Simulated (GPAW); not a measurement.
A run of GPAW 26.7.0 is set up as follows.

The input run.py:

```python
from ase import Atoms
from ase.dft.bandgap import bandgap
from ase.io import write
from ase.units import Bohr, GPa
from gpaw import GPAW, PW
from gpaw.elf import elf_from_dft_calculation

atoms = Atoms(['Fe', 'O'],
              cell=[[1.5188209023, 0.8768916568, 2.5195772846],
                    [-1.5188209023, 0.8768916568, 2.5195772846],
                    [0.0, -1.7537833136, 2.5195772846]],
              scaled_positions=[[0.0, 0.0, 0.0],
                                [0.5, 0.5, 0.5]],
              pbc=True)
atoms.set_initial_magnetic_moments([3.0, 0.0])

calc = GPAW(mode=PW(800),
            xc='PBE',
            kpts={'size': (11, 11, 11), 'gamma': True},
            occupations={'name': 'fermi-dirac', 'width': 0.05},
            nbands=17,
            convergence={'density': 1e-05, 'energy': 1e-05},
            maxiter=150,
            txt='gpaw.txt')
atoms.calc = calc
energy = atoms.get_potential_energy()
forces = atoms.get_forces()
stress = atoms.get_stress()
calc.write('gs.gpw')
write('result.traj', atoms)
print(f'Energy: {energy:.6f} eV')
print('Forces (eV/A):')
print(forces.round(4))
print('Stress (GPa):', (stress / GPa).round(3))
print('Moments:', calc.get_magnetic_moments().round(3))
print('Fermi level:', round(calc.get_fermi_level(), 4), 'eV')
print(f'Gap: {bandgap(calc)[0]:.4f} eV, direct: {bandgap(calc, direct=True)[0]:.4f} eV')

# fields on the real-space grid
write('density.cube', atoms, data=calc.get_pseudo_density() * Bohr**3)
write('potential.cube', atoms, data=calc.get_electrostatic_potential())
write('spin.cube', atoms, data=(calc.get_pseudo_density(spin=0) - calc.get_pseudo_density(spin=1)) * Bohr**3)
write('elf.cube', atoms, data=elf_from_dft_calculation(calc).data)
```

Potentials or basis: GPAW PAW data sets (gpaw-data 1.2.1), pw.

Command:

```console
$ OMP_NUM_THREADS=1 python run.py
```

(1) Estimate the band gap on the k mesh.

(2) Estimate the site moments.

(3) What does it give for the net moment?

Answers

(1) none (metal or under the smearing width).

(2) Fe +3.55; O +0.24 μB.

(3) 4.00 μB per cell.

Caveat: a cell with one magnetic atom can't hold antiferromagnetic order, which such compounds often take; semilocal functionals often make such compounds metallic where correlation or magnetic order opens a gap, which also shifts bond lengths.
